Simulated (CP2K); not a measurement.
CdS (Hawleyite) in CP2K: convergence with k mesh

CdS (Hawleyite):

```
Cd S
1.0
     4.12455    0.00000    0.00000
     2.06228    3.57197    0.00000
     2.06228    1.19066    3.36768
Cd S
1 1
Direct
  0.00342 0.01119 0.99077
  0.74948 0.74869 0.74538
```

The cell isn't the ideal one: atoms moved at random, drawn with an rms of 0.05 Å.

```yaml
Program: CP2K 2026.2
Task: single point
Functional: PBE
Potentials_or_basis: GTH_POTENTIALS Cd GTH-PBE-q12, S GTH-PBE-q6; DZVP-MOLOPT-SR-GTH basis
Density_cutoff: 6123 eV
k_mesh: 2 × 2 × 2
Occupations: fermi-dirac, width 0.1 eV
Spin: no spin polarisation
```

These are the settings of the first run; the series varies k mesh, with any setting tied to it.

Hardware: 1 thread of Arm Neoverse V1, on a shared host.

| k mesh | energy less the tightest run, at zero smearing (meV/atom) | pressure (GPa) | largest force (eV/Å) | gap on the mesh (eV) | SCF cycles | CPU time (s) | peak memory (GiB) |
| --- | --- | --- | --- | --- | --- | --- | --- |
| 2 × 2 × 2 | 497.06 | 7.78 | 0.304 | 0.948 | 14 | 15 | 0.26 |
| 3 × 3 × 3 | 82.30 | 4.91 | 0.298 | 1.062 | 14 | 16 | 0.26 |
| 4 × 4 × 4 | 17.46 | 4.33 | 0.297 | 1.090 | 14 | 17 | 0.26 |
| 5 × 5 × 5 | 4.46 | 4.20 | 0.297 | 1.098 | 14 | 18 | 0.26 |
| 6 × 6 × 6 | 1.31 | 4.18 | 0.297 | 1.100 | 14 | 21 | 0.27 |
| 7 × 7 × 7 | 0.43 | 4.17 | 0.297 | 1.101 | 14 | 25 | 0.27 |
| 8 × 8 × 8 | 0.14 | 4.17 | 0.297 | 1.101 | 14 | 30 | 0.28 |
| 10 × 10 × 10 | 0.00 | 4.17 | 0.297 | 1.102 | 14 | 43 | 0.31 |

Against the tightest run, the energy stays within 1 meV/atom from 7 × 7 × 7 on; the pressure stays within 0.1 GPa from 5 × 5 × 5 on; the largest force stays within 0.005 eV/Å from 3 × 3 × 3 on; the gap on the mesh stays within 0.01 eV from 5 × 5 × 5 on. Meshes of other sizes hit other points, so gaps and Fermi surfaces needn't settle smoothly. The tightest run that finished is the yardstick and may itself not be fully converged.

Caveat, for the tightest run too: the basis of atomic orbitals isn't converged, which shifts pressures, moduli and gaps.
